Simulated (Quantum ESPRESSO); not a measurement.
# TePb (Fm-3m) in Quantum ESPRESSO: equation of state

How stiff is TePb in PBE, and what volume does it want? The cell is scaled to several volumes.

Everything below comes from runs of Quantum ESPRESSO 7.5. Logs are shortened: lines on timing, memory, paths and dates and some standing lists are left out, and cuts for length are marked.

## 1. The structure

It takes space group Fm-3m (No. 225, cubic). Conventional cell: a = 6.462 Å, b = 6.462 Å, c = 6.462 Å, α = 90.00°, β = 90.00°, γ = 90.00°. Around Pb (site symmetry m-3m) lie 6 Te at 3.23 Å. Te (site symmetry m-3m) has 6 Pb at 3.23 Å as nearest neighbours.

## 2. Single point, PBE, 31.71 Å³/atom

pw.in

```
&CONTROL
  calculation = 'scf'
  prefix = 'pwscf'
  outdir = './tmp'
  pseudo_dir = './pseudo'
  tprnfor = .true.
  tstress = .true.
  disk_io = 'nowf'
/
&SYSTEM
  ibrav = 0
  nat = 2
  ntyp = 2
  ecutwfc = 55
  ecutrho = 440
  nbnd = 16
  occupations = 'smearing'
  smearing = 'fd'
  degauss = 0.00367493
/
&ELECTRONS
  conv_thr = 4d-10
  electron_maxstep = 120
  mixing_beta = 0.5
/
ATOMIC_SPECIES
Pb   207.2000 Pb.pbe-dn-kjpaw_psl.0.2.2.UPF
Te   127.6000 Te_pbe_v1.uspp.F.UPF
CELL_PARAMETERS angstrom
   0.0000000000    3.1650427173    3.1650427173
   3.1650427173    0.0000000000    3.1650427173
   3.1650427173    3.1650427173    0.0000000000
ATOMIC_POSITIONS crystal
Pb     0.0000000000    0.0000000000    0.0000000000
Te     0.5000000000    0.5000000000    0.5000000000
K_POINTS automatic
7 7 7 0 0 0
```

Potentials or basis: SSSP 1.3 efficiency PBE.

The run is started by

```bash
OMP_NUM_THREADS=1 pw.x -in pw.in > pw.out
```

pw.out:

```text
This program is part of the open-source Quantum ESPRESSO suite
     for quantum simulation of materials; please cite
         "P. Giannozzi et al., J. Phys.:Condens. Matter 21 395502 (2009);
         "P. Giannozzi et al., J. Phys.:Condens. Matter 29 465901 (2017);
         "P. Giannozzi et al., J. Chem. Phys. 152 154105 (2020);
     in publications or presentations arising from this work. More details at

     file Pb.pbe-dn-kjpaw_psl.0.2.2.UPF: wavefunction(s)  6S renormalized
     Message from routine setup:
     using ibrav=0 with symmetry is DISCOURAGED, use correct ibrav instead

     Subspace diagonalization in iterative solution of the eigenvalue problem:
     a serial algorithm will be used

     G-vector sticks info
     --------------------
     sticks:   dense  smooth     PW     G-vecs:    dense   smooth      PW
     Sum        2173    1069    313                66539    23505    3767

     Using Slab Decomposition

     bravais-lattice index     =            0
     lattice parameter (alat)  =       8.4585  a.u.
     unit-cell volume          =     427.9227 (a.u.)^3
     number of atoms/cell      =            2
     number of atomic types    =            2
     number of electrons       =        20.00
     number of Kohn-Sham states=           16
     kinetic-energy cutoff     =      55.0000  Ry
     charge density cutoff     =     440.0000  Ry
     scf convergence threshold =      4.0E-10
     mixing beta               =       0.5000
     number of iterations used =            8  plain     mixing
     Exchange-correlation= SLA  PW   PBE  PBE
                           (   1   4   3   4   0   0   0)

     celldm(1)=   8.458502  celldm(2)=   0.000000  celldm(3)=   0.000000
     celldm(4)=   0.000000  celldm(5)=   0.000000  celldm(6)=   0.000000

     crystal axes: (cart. coord. in units of alat)
               a(1) = (   0.000000   0.707107   0.707107 )
               a(2) = (   0.707107   0.000000   0.707107 )
               a(3) = (   0.707107   0.707107   0.000000 )

     reciprocal axes: (cart. coord. in units 2 pi/alat)
               b(1) = ( -0.707107  0.707107  0.707107 )
               b(2) = (  0.707107 -0.707107  0.707107 )
               b(3) = (  0.707107  0.707107 -0.707107 )

     PseudoPot. # 1 for Pb read from file:
     Pb.pbe-dn-kjpaw_psl.0.2.2.UPF
     Pseudo is Projector augmented-wave + core cor, Zval = 14.0
     Generated using "atomic" code by A. Dal Corso  v.5.0.99 svn rev. 10869
     Shape of augmentation charge: PSQ
     Using radial grid of 1281 points,  6 beta functions with:
                l(1) =   0
                l(2) =   0
                l(3) =   1
                l(4) =   1
                l(5) =   2
                l(6) =   2
     Q(r) pseudized with 0 coefficients

     PseudoPot. # 2 for Te read from file:
     Te_pbe_v1.uspp.F.UPF
     Pseudo is Ultrasoft + core correction, Zval =  6.0
     Generated by new atomic code, or converted to UPF format
     Using radial grid of  891 points,  5 beta functions with:
                l(1) =   0
                l(2) =   0
                l(3) =   1
                l(4) =   1
                l(5) =   2
     Q(r) pseudized with  6 coefficients,  rinner =    1.800   1.800   1.800
                                                       1.800   1.800

     atomic species   valence    mass     pseudopotential
     Pb               14.00   207.20000     Pb( 1.00)
     Te                6.00   127.60000     Te( 1.00)

     48 Sym. Ops., with inversion, found

   Cartesian axes

     site n.     atom                  positions (alat units)
         1        Pb     tau(   1) = (   0.0000000   0.0000000   0.0000000  )
         2        Te     tau(   2) = (   0.7071068   0.7071068   0.7071068  )

     number of k points=    20  Fermi-Dirac smearing, width (Ry)=  0.0037
                       cart. coord. in units 2pi/alat
        k(    1) = (   0.0000000   0.0000000   0.0000000), wk =   0.0058309
        k(    2) = (   0.1010153   0.1010153  -0.1010153), wk =   0.0466472
        k(    3) = (   0.2020305   0.2020305  -0.2020305), wk =   0.0466472
        k(    4) = (   0.3030458   0.3030458  -0.3030458), wk =   0.0466472
        k(    5) = (   0.2020305   0.0000000   0.0000000), wk =   0.0349854
        k(    6) = (   0.3030458   0.1010153  -0.1010153), wk =   0.1399417
[... 12 lines left out ...]
        k(   19) = (  -0.1010153  -0.5050763   0.7071068), wk =   0.1399417
        k(   20) = (   0.0000000  -0.4040610   0.6060915), wk =   0.1399417

     Dense  grid:    66539 G-vectors     FFT dimensions: (  60,  60,  60)

     Smooth grid:    23505 G-vectors     FFT dimensions: (  40,  40,  40)

     Initial potential from superposition of free atoms

     starting charge      19.9974, renormalised to      20.0000
     Starting wfcs are   13 randomized atomic wfcs +    3 random wfcs
     Checking if some PAW data can be deallocated...

     Self-consistent Calculation

     iteration #  1     ecut=    55.00 Ry     beta= 0.50
     Davidson diagonalization with overlap
     ethr =  1.00E-02,  avg # of iterations =  5.4

     Threshold (ethr) on eigenvalues was too large:
     Diagonalizing with lowered threshold

     Davidson diagonalization with overlap
     ethr =  1.49E-04,  avg # of iterations =  6.5

     total energy              =    -897.09781612 Ry
     estimated scf accuracy    <       0.02968610 Ry

     iteration #  2     ecut=    55.00 Ry     beta= 0.50
     Davidson diagonalization with overlap
     ethr =  1.48E-04,  avg # of iterations =  2.1

     total energy              =    -897.10547330 Ry
     estimated scf accuracy    <       0.00159138 Ry

     iteration #  3     ecut=    55.00 Ry     beta= 0.50
     Davidson diagonalization with overlap
     c_bands:  1 eigenvalues not converged
     c_bands:  1 eigenvalues not converged
     ethr =  7.96E-06,  avg # of iterations =  8.8

     total energy              =    -897.10675378 Ry
     estimated scf accuracy    <       0.00067088 Ry

     iteration #  4     ecut=    55.00 Ry     beta= 0.50
     Davidson diagonalization with overlap
     ethr =  3.35E-06,  avg # of iterations =  2.2

     total energy              =    -897.10684611 Ry
     estimated scf accuracy    <       0.00013159 Ry

     iteration #  5     ecut=    55.00 Ry     beta= 0.50
     Davidson diagonalization with overlap
     ethr =  6.58E-07,  avg # of iterations =  3.8

     total energy              =    -897.10687848 Ry
     estimated scf accuracy    <       0.00000040 Ry

     iteration #  6     ecut=    55.00 Ry     beta= 0.50
     Davidson diagonalization with overlap
     ethr =  1.98E-09,  avg # of iterations = 10.8

     total energy              =    -897.10688402 Ry
     estimated scf accuracy    <       0.00000016 Ry

     iteration #  7     ecut=    55.00 Ry     beta= 0.50
     Davidson diagonalization with overlap
     ethr =  8.21E-10,  avg # of iterations =  3.3

     total energy              =    -897.10688408 Ry
     estimated scf accuracy    <       0.00000006 Ry

     iteration #  8     ecut=    55.00 Ry     beta= 0.50
     Davidson diagonalization with overlap
     ethr =  2.87E-10,  avg # of iterations =  5.0

     total energy              =    -897.10688412 Ry
     estimated scf accuracy    <       0.00000005 Ry

     iteration #  9     ecut=    55.00 Ry     beta= 0.50
     Davidson diagonalization with overlap
     ethr =  2.60E-10,  avg # of iterations =  1.0

     total energy              =    -897.10688412 Ry
     estimated scf accuracy    <       0.00000002 Ry

     iteration # 10     ecut=    55.00 Ry     beta= 0.50
     Davidson diagonalization with overlap
     ethr =  1.16E-10,  avg # of iterations =  2.5

     total energy              =    -897.10688412 Ry
     estimated scf accuracy    <          8.1E-10 Ry

     iteration # 11     ecut=    55.00 Ry     beta= 0.50
     Davidson diagonalization with overlap
     ethr =  4.03E-12,  avg # of iterations =  4.8

     End of self-consistent calculation

          k = 0.0000 0.0000 0.0000 (  2891 PWs)   bands (ev):

    -8.4460  -8.4460  -8.4314  -8.4314  -8.4314  -4.1610   2.9594   6.8241
     6.8241   6.8241  12.6521  12.6521  12.6521  14.0057  14.0057  14.0057

          k = 0.1010 0.1010-0.1010 (  2930 PWs)   bands (ev):

    -8.4489  -8.4489  -8.4308  -8.4277  -8.4277  -3.9709   2.2776   6.8766
     6.8766   7.2171  11.5903  11.7696  11.7696  13.9383  14.4318  14.4318

          k = 0.2020 0.2020-0.2020 (  2932 PWs)   bands (ev):

    -8.4567  -8.4567  -8.4297  -8.4179  -8.4179  -3.4296   0.9169   7.0443
     7.0443   7.8147  10.1935  10.4685  10.4685  14.5948  15.5566  15.5566

          k = 0.3030 0.3030-0.3030 (  2947 PWs)   bands (ev):

    -8.4634  -8.4634  -8.4290  -8.4098  -8.4098  -2.7233  -0.3044   7.2679
     7.2679   8.3007   9.2025   9.5950   9.5950  16.2439  17.1943  17.1943

          k = 0.2020 0.0000 0.0000 (  2930 PWs)   bands (ev):

    -8.4566  -8.4433  -8.4339  -8.4254  -8.4254  -3.9070   2.2204   6.4586
     6.4586   7.9033  10.3075  12.6696  12.6696  13.0038  15.1829  15.1829

          k = 0.3030 0.1010-0.1010 (  2940 PWs)   bands (ev):

    -8.4682  -8.4458  -8.4336  -8.4191  -8.4164  -3.4823   1.3138   6.2808
     6.3895   7.5789  10.1559  11.9126  12.0659  13.1530  16.0535  16.3044

          k = 0.4041 0.2020-0.2020 (  2954 PWs)   bands (ev):

    -8.4755  -8.4540  -8.4292  -8.4142  -8.4082  -2.8103   0.1326   6.3194
     6.4310   7.0180  10.4835  10.9807  11.2064  14.2014  17.5061  17.8096

          k =-0.2020-0.4041 0.4041 (  2946 PWs)   bands (ev):

    -8.4733  -8.4602  -8.4259  -8.4120  -8.4083  -2.4676  -0.3799   5.7944
     6.8888   7.4614   9.9623  10.0998  11.6256  15.8890  16.7497  17.0666

          k =-0.1010-0.3030 0.3030 (  2941 PWs)   bands (ev):

    -8.4629  -8.4604  -8.4272  -8.4161  -8.4137  -3.0438   0.4379   5.6452
     7.3842   8.1348   9.5407   9.7512  12.2654  14.8005  15.4421  17.9237

          k =-0.0000-0.2020 0.2020 (  2936 PWs)   bands (ev):

    -8.4555  -8.4519  -8.4302  -8.4246  -8.4199  -3.6620   1.5463   6.0552
     7.3287   7.9725  10.1954  10.4227  12.4896  14.2009  14.5184  16.0540

          k = 0.4041 0.0000 0.0000 (  2926 PWs)   bands (ev):

    -8.4900  -8.4394  -8.4371  -8.4113  -8.4113  -3.1964   1.3094   5.7675
     5.7675   6.0590  11.8266  11.9649  13.2479  13.2479  17.3501  17.3671

          k = 0.5051 0.1010-0.1010 (  2958 PWs)   bands (ev):

    -8.5037  -8.4394  -8.4382  -8.4068  -8.4043  -2.6688   0.6967   4.8520
     5.6601   5.8205  11.9641  12.8373  12.9072  13.3791  18.4073  18.7138

          k =-0.1010-0.5051 0.5051 (  2948 PWs)   bands (ev):

    -8.4995  -8.4478  -8.4296  -8.4101  -8.4039  -2.2304   0.0002   4.2871
     5.9892   6.3351  11.6092  11.7307  13.7890  13.8967  17.1673  17.5240

          k = 0.0000-0.4041 0.4041 (  2958 PWs)   bands (ev):

    -8.4815  -8.4563  -8.4190  -8.4189  -8.4101  -2.4692   0.0054   4.5403
     6.6927   7.1699  10.5437  10.6098  13.4642  15.9694  15.9887  16.0785

          k = 0.6061 0.0000 0.0000 (  2954 PWs)   bands (ev):

    -8.5254  -8.4439  -8.4322  -8.3995  -8.3995  -2.3906   0.9795   3.7778
     5.3007   5.3007  11.4295  14.0298  14.0298  14.8564  18.4209  18.8789

          k = 0.0000-0.6061 0.6061 (  2948 PWs)   bands (ev):

    -8.5231  -8.4403  -8.4360  -8.4010  -8.3992  -2.1898   0.6372   3.5303
     5.4152   5.5504  11.8085  13.3525  13.5963  15.1350  18.6058  18.7100

          k = 0.4041 0.2020 0.0000 (  2954 PWs)   bands (ev):

    -8.4816  -8.4475  -8.4326  -8.4121  -8.4117  -2.9865   0.6947   5.3212
     6.2252   7.1250  10.7220  11.4195  12.5575  13.9089  16.8564  17.5348

          k =-0.2020-0.4041 0.6061 (  2945 PWs)   bands (ev):

    -8.4887  -8.4526  -8.4257  -8.4152  -8.4051  -2.3938  -0.0202   4.9647
     5.3636   7.7355   9.8338  12.2887  12.9475  14.5610  16.3101  18.0001

          k =-0.1010-0.5051 0.7071 (  2938 PWs)   bands (ev):

    -8.5121  -8.4411  -8.4357  -8.4075  -8.3995  -2.2630   0.4330   4.0323
     4.8382   6.6305  11.5972  12.2967  14.2996  14.4580  17.1835  18.9438

          k = 0.0000-0.4041 0.6061 (  2965 PWs)   bands (ev):

    -8.5039  -8.4479  -8.4259  -8.4166  -8.3996  -2.1079   0.0934   4.0392
     4.7288   7.5867  10.2943  13.1100  13.9903  14.6597  15.9312  19.0138

     the Fermi energy is     8.7541 ev

!    total energy              =    -897.10688412 Ry
     estimated scf accuracy    <          1.8E-10 Ry
     smearing contrib. (-TS)   =      -0.00000045 Ry
     internal energy E=F+TS    =    -897.10688368 Ry

     The total energy is F=E-TS. E is the sum of the following terms:
     one-electron contribution =     -39.87733897 Ry
     hartree contribution      =      34.30274432 Ry
     xc contribution           =     -58.86349478 Ry
     ewald contribution        =    -104.22586558 Ry
     one-center paw contrib.   =    -728.44292867 Ry

     convergence has been achieved in  11 iterations

     Forces acting on atoms (cartesian axes, Ry/au):

     atom    1 type  1   force =     0.00000000    0.00000000    0.00000000
     atom    2 type  2   force =     0.00000000    0.00000000    0.00000000

     Total force =     0.000000     Total SCF correction =     0.000000

     Computing stress (Cartesian axis) and pressure

          total   stress  (Ry/bohr**3)                   (kbar)     P=       53.55
   0.00036403  -0.00000000  -0.00000000           53.55       -0.00       -0.00
   0.00000000   0.00036403  -0.00000000            0.00       53.55       -0.00
  -0.00000000  -0.00000000   0.00036403           -0.00       -0.00       53.55

=------------------------------------------------------------------------------=
   JOB DONE.
=------------------------------------------------------------------------------=
```

It took 32 s on 1 thread of Intel Xeon Platinum 8488C (Sapphire Rapids), shared host; peak memory 0.3 GiB.

What came out:

| Property | Result |
| --- | --- |
| Free energy | -12205.7610 eV |
| Pressure | 5.4 GPa |

Caveat: this odd mesh misses L, where the gap lies, so gap, dielectric constants and Born charges aren't listed.

## 3. Single point, PBE, 32.38 Å³/atom

Changes to pw.in since step 2:

```diff
@@ -29,5 +29,5 @@
 CELL_PARAMETERS angstrom
-   0.0000000000    3.1650427173    3.1650427173
-   3.1650427173    0.0000000000    3.1650427173
-   3.1650427173    3.1650427173    0.0000000000
+   0.0000000000    3.1873324849    3.1873324849
+   3.1873324849    0.0000000000    3.1873324849
+   3.1873324849    3.1873324849    0.0000000000
 ATOMIC_POSITIONS crystal
```

Potentials or basis: SSSP 1.3 efficiency PBE.

The run is started by

```bash
OMP_NUM_THREADS=1 pw.x -in pw.in > pw.out
```

It took 40 s on 1 thread of Intel Xeon Platinum 8488C (Sapphire Rapids), shared host; peak memory 0.3 GiB.

It converged, with:

```
Free energy : -12205.8014 eV
Pressure    : 4.1 GPa
```

Caveat: this odd mesh misses L, where the gap lies, so gap, dielectric constants and Born charges aren't listed.

## 4. Single point, PBE, 33.05 Å³/atom

Changes to pw.in since step 3:

```diff
@@ -29,5 +29,5 @@
 CELL_PARAMETERS angstrom
-   0.0000000000    3.1873324849    3.1873324849
-   3.1873324849    0.0000000000    3.1873324849
-   3.1873324849    3.1873324849    0.0000000000
+   0.0000000000    3.2093147829    3.2093147829
+   3.2093147829    0.0000000000    3.2093147829
+   3.2093147829    3.2093147829    0.0000000000
 ATOMIC_POSITIONS crystal
```

The run is started by

```bash
OMP_NUM_THREADS=1 pw.x -in pw.in > pw.out
```

Run time: 37 s. Hardware: 1 thread of Intel Xeon Platinum 8488C (Sapphire Rapids), shared host; peak memory 0.31 GiB.

It converged, with:

```yaml
Free_energy: -12205.8319 eV
Pressure: 3.0 GPa
```

Caveat: this odd mesh misses L, where the gap lies, so gap, dielectric constants and Born charges aren't listed.

## 5. Single point, PBE, 33.73 Å³/atom

Changes to pw.in since step 4:

```diff
@@ -29,5 +29,5 @@
 CELL_PARAMETERS angstrom
-   0.0000000000    3.2093147829    3.2093147829
-   3.2093147829    0.0000000000    3.2093147829
-   3.2093147829    3.2093147829    0.0000000000
+   0.0000000000    3.2310000000    3.2310000000
+   3.2310000000    0.0000000000    3.2310000000
+   3.2310000000    3.2310000000    0.0000000000
 ATOMIC_POSITIONS crystal
```

The run is started by

```bash
OMP_NUM_THREADS=1 pw.x -in pw.in > pw.out
```

It took 37 s on 1 thread of Intel Xeon Platinum 8488C (Sapphire Rapids), shared host; peak memory 0.32 GiB.

Results (log left out):

```
Free energy : -12205.8534 eV
Pressure    : 2.0 GPa
```

Caveat: this odd mesh misses L, where the gap lies, so gap, dielectric constants and Born charges aren't listed.

## 6. Single point, PBE, 34.40 Å³/atom

Changes to pw.in since step 5:

```diff
@@ -29,5 +29,5 @@
 CELL_PARAMETERS angstrom
-   0.0000000000    3.2310000000    3.2310000000
-   3.2310000000    0.0000000000    3.2310000000
-   3.2310000000    3.2310000000    0.0000000000
+   0.0000000000    3.2523979746    3.2523979746
+   3.2523979746    0.0000000000    3.2523979746
+   3.2523979746    3.2523979746    0.0000000000
 ATOMIC_POSITIONS crystal
```

Potentials or basis: SSSP 1.3 efficiency PBE.

The run is started by

```bash
OMP_NUM_THREADS=1 pw.x -in pw.in > pw.out
```

It took 34 s on 1 thread of Intel Xeon Platinum 8488C (Sapphire Rapids), shared host; peak memory 0.32 GiB.

Results (log left out):

* Free energy: -12205.8669 eV
* Pressure: 1.1 GPa

Caveat: this odd mesh misses L, where the gap lies, so gap, dielectric constants and Born charges aren't listed.

## 7. Single point, PBE, 35.08 Å³/atom

Changes to pw.in since step 6:

```diff
@@ -29,5 +29,5 @@
 CELL_PARAMETERS angstrom
-   0.0000000000    3.2523979746    3.2523979746
-   3.2523979746    0.0000000000    3.2523979746
-   3.2523979746    3.2523979746    0.0000000000
+   0.0000000000    3.2735180337    3.2735180337
+   3.2735180337    0.0000000000    3.2735180337
+   3.2735180337    3.2735180337    0.0000000000
 ATOMIC_POSITIONS crystal
```

The run is started by

```bash
OMP_NUM_THREADS=1 pw.x -in pw.in > pw.out
```

Run time: 48 s. Hardware: 1 thread of Intel Xeon Platinum 8488C (Sapphire Rapids), shared host; peak memory 0.33 GiB.

The run converged. Its results:

```yaml
Free_energy: -12205.8731 eV
Pressure: 0.3 GPa
```

Caveat: this odd mesh misses L, where the gap lies, so gap, dielectric constants and Born charges aren't listed.

## 8. Single point, PBE, 35.75 Å³/atom

Changes to pw.in since step 7:

```diff
@@ -29,5 +29,5 @@
 CELL_PARAMETERS angstrom
-   0.0000000000    3.2735180337    3.2735180337
-   3.2735180337    0.0000000000    3.2735180337
-   3.2735180337    3.2735180337    0.0000000000
+   0.0000000000    3.2943690292    3.2943690292
+   3.2943690292    0.0000000000    3.2943690292
+   3.2943690292    3.2943690292    0.0000000000
 ATOMIC_POSITIONS crystal
```

The run is started by

```bash
OMP_NUM_THREADS=1 pw.x -in pw.in > pw.out
```

Wall time 42 s (1 thread of Intel Xeon Platinum 8488C (Sapphire Rapids), shared host); peak memory 0.34 GiB.

Results (log left out):

```
Free energy : -12205.8729 eV
Pressure    : -0.5 GPa
```

Caveat: this odd mesh misses L, where the gap lies, so gap, dielectric constants and Born charges aren't listed.

## 9. Equation of state, PBE

Potentials or basis: SSSP 1.3 efficiency PBE.

No new run: the results of the series are fitted here.

Results:

| Item | Value |
| --- | --- |
| Equilibrium volume | 35.39 Å³/atom |
| Bulk modulus | 39 GPa |
| Pressure derivative of the bulk modulus | 4.6 |

Energy against volume, from the lowest point:
| volume (Å³/atom) | energy (meV/atom) |
| --- | --- |
| 31.706 | 56.09 |
| 32.380 | 35.87 |
| 33.055 | 20.62 |
| 33.730 | 9.87 |
| 34.404 | 3.13 |
| 35.079 | 0.00 |
| 35.753 | 0.13 |

Caveat: this odd mesh misses L, where the gap lies, so gap, dielectric constants and Born charges aren't listed.
